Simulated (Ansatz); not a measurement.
## Squeezing Re (omega type)

```
Re
1.0
     4.38256    0.00000    0.00000
    -2.19128    3.79541    0.00000
     0.00000    0.00000    2.74099
Re
3
Direct
  0.00000 0.00000 0.00000
  0.33333 0.66667 0.50000
  0.66667 0.33333 0.50000
```

The cell comes from a relaxation on PAW files under the same functional, begun from a prototype that needn't be the stable phase.

Its volume is scaled, and at each volume shape and atoms are relaxed on PAW files; all methods then take that cell.

All numbers are PBE results (scalar-relativistic) from Ansatz 0.2.0, with a Γ-centred 9×9×13 k mesh, Fermi–Dirac smearing of 0.08 eV, no spin polarisation. Methods: LAPW: all electrons, basis error target 1 meV/atom; PAW: frozen-core files, cutoff 420 eV; crystal datasets: all electrons, by PAW datasets that the program makes for each cell; norm-conserving: pseudopotentials, cutoff 980 eV; PAW (cutoff 600 eV): frozen-core files, cutoff 600 eV.

Energies are extrapolated to zero smearing and count from the unscaled cell; pressure is positive in compression; gaps take the mesh and a band path. No temperature or zero-point motion is included.

Spin–orbit coupling is left out, which matters for the heavy atoms.

```json
{"V/V0": "1.00", "V (Å³/atom)": "15.20", "P LAPW (GPa)": "0.06", "ΔE LAPW (eV/atom)": "0.000", "P PAW − LAPW (GPa)": "-0.09", "ΔE PAW − LAPW (meV/atom)": "0.0", "space group": "P6/mmm", "shortest distance (Å)": "2.530"}
{"V/V0": "0.78", "V (Å³/atom)": "11.85", "P LAPW (GPa)": "146.7", "ΔE LAPW (eV/atom)": "1.229", "P PAW − LAPW (GPa)": "0.51", "ΔE PAW − LAPW (meV/atom)": "2.3", "space group": "P6/mmm", "shortest distance (Å)": "2.340"}
{"V/V0": "0.58", "V (Å³/atom)": "8.81", "P LAPW (GPa)": "591.5", "ΔE LAPW (eV/atom)": "?", "P PAW − LAPW (GPa)": "4.15", "ΔE PAW − LAPW (meV/atom)": "36.6", "space group": "P6/mmm", "shortest distance (Å)": "?"}
{"V/V0": "0.50", "V (Å³/atom)": "7.60", "P LAPW (GPa)": "1021", "ΔE LAPW (eV/atom)": "13.334", "P PAW − LAPW (GPa)": "9.01", "ΔE PAW − LAPW (meV/atom)": "84.1", "space group": "P6/mmm", "shortest distance (Å)": "2.028"}
{"V/V0": "0.43", "V (Å³/atom)": "6.53", "P LAPW (GPa)": "1696", "ΔE LAPW (eV/atom)": "22.135", "P PAW − LAPW (GPa)": "18.46", "ΔE PAW − LAPW (meV/atom)": "171.1", "space group": "P6/mmm", "shortest distance (Å)": "1.931"}
```

Question: Fill in "ΔE LAPW (eV/atom)" for the row "0.58".

Answer: 7.375.

Question: What belongs in the row "0.58", column "shortest distance (Å)"?

Answer: 2.128.

Question: Fit the Vinet equation to the LAPW pressures over the whole range, with residuals weighted by 1/(|P| + 0.03·Pmax).

Answer: V0 = 15.20 Å³/atom, B0 = 330 GPa and B0′ = 4.73, and the fit misses no point by more than 17 GPa. A fit over so wide a range pins B0 less well than one near rest.

Question: From the table, what is the rise of the enthalpy H = E + pV up to the last row, and how stiff is the crystal between the last two rows?

Answer: ΔH = 22.135 eV + (1696 GPa × 6.53 Å³ − 0.06 GPa × 15.20 Å³) × 0.006242 eV/(GPa·Å³) = 91.30 eV/atom, of which pV makes 76 %. The mean bulk modulus there is −ΔP/Δln V = 4470 GPa.

Question: At the smallest volume, how far do crystal datasets and norm-conserving and PAW (cutoff 600 eV) lie from LAPW in pressure?

Answer: crystal datasets: 0.00 GPa; norm-conserving: +16.27 GPa; PAW (cutoff 600 eV): +18.24 GPa, on a LAPW pressure of 1696 GPa.

Question: How do the Löwdin populations by LAPW change from the unscaled cell to the last row?

Answer: Re 5s 1.97 → 1.86, Re 6s 0.93 → 0.57, Re 5p 5.99 → 5.90, Re 5d 5.97 → 6.61 electrons an atom. These are projections on the shells that the free atoms fill; 0.42 e a cell lies outside them at the start and 0.27 e at the end.
